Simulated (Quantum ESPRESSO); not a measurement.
# KMgF3: equation of state with PBE

**What was measured.**

“High-pressure structural, elastic and electronic properties of the scintillator host material, KMgF3”, 2007, arxiv:cond-mat/0703621 reports, for a powder of KMgF3: bulk modulus 71.2 ± 0.2 GPa.

KMgF3:

```
K Mg F
1.0
     3.98590    0.00000    0.00000
     0.00000    3.98590    0.00000
     0.00000    0.00000    3.98590
K Mg F
1 1 3
Direct
  0.50000 0.50000 0.50000
  0.00000 0.00000 0.00000
  0.00000 0.00000 0.50000
  0.00000 0.50000 0.00000
  0.50000 0.00000 0.00000
```

- Program: Quantum ESPRESSO 7.5
- Task: equation of state
- Functional: PBE
- Potentials or basis: SSSP 1.3 efficiency PBE
- Cutoff: 816 eV
- Density cutoff: 6531 eV
- k mesh: 7 × 7 × 7
- Occupations: fermi-dirac, width 0.05 eV
- Spin: no spin polarisation
- Mixing beta: 0.5
- Most SCF iterations: 120
- SCF threshold: 1e-09 Ry

| Quantity | Value |
| --- | --- |
| Equilibrium volume | 13.28 Å³/atom |
| Bulk modulus | 68 GPa |
| Pressure derivative of the bulk modulus | 4.5 |

Energy against volume, from the lowest point:
```
volume (Å³/atom)  energy (meV/atom)
          11.905              36.62
          12.159              23.40
          12.412              13.44
          12.665               6.42
          12.918               2.02
          13.172               0.00
          13.425               0.11
```

All runs of the series together: 4.2 min on 1 thread of Arm Neoverse V1 (shared host).

A measured bulk modulus of KMgF3 is 71.2 GPa (powder; “High-pressure structural, elastic and electronic properties of the scintillator host material, KMgF3”, 2007, arxiv:cond-mat/0703621); the calculated 68 GPa misses it by -5.0 %. The fit is for a static lattice scaled at fixed shape and fixed fractional positions.

PBE usually gives volumes a little too large and moduli too small.
